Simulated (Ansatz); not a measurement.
The calculation used DFT PBE, scalar-relativistic, plane waves, PAW (Ansatz). All cells share a 420 eV cutoff and Γ-centred k meshes spaced at most about 0.3 Å⁻¹ (about 0.25 or finer for metals, 2π included). No spin polarisation.

Temperature and zero-point effects are left out.

Two relaxed structures of Hg2Se:

A. Space group P-3m1 (No. 164), trigonal, a = 4.153 Å, c = 5.130 Å. Around Hg lie 3 Se at 2.90 Å and 3 Hg at 3.04 Å; Se has 6 Hg at 2.90 Å.

B. Space group I4_1/amd (No. 141), tetragonal, a = 5.527 Å, c = 14.575 Å. Hg has 2 Se at 2.77 Å and 1 Se at 3.49 Å; Se has 4 Hg at 2.77 Å and 2 Hg at 3.49 Å.

Question: Which form is favoured at zero pressure, and by what margin per atom?

Answer: A is lower, by 75 meV/atom. A has the anti-cadmium iodide type, space group P-3m1 (No. 164), 25.5 Å³/atom and no gap on its mesh; B has space group I4_1/amd (No. 141), 37.1 Å³/atom and no gap. Counting Se atoms around Hg (those within 1.25 times the shortest such distance or 1.15 times the sum of covalent radii), A has Hg 3 and B has Hg 2. Both come from invented guesses.

No dispersion correction is applied, so the spacing and binding between layers, chains or molecules are poorly described (I4_1/amd), and this can change margins and order among such cells. These runs have no spin–orbit coupling, which can matter for Hg. Cells relaxed within their symmetry can be saddle points.
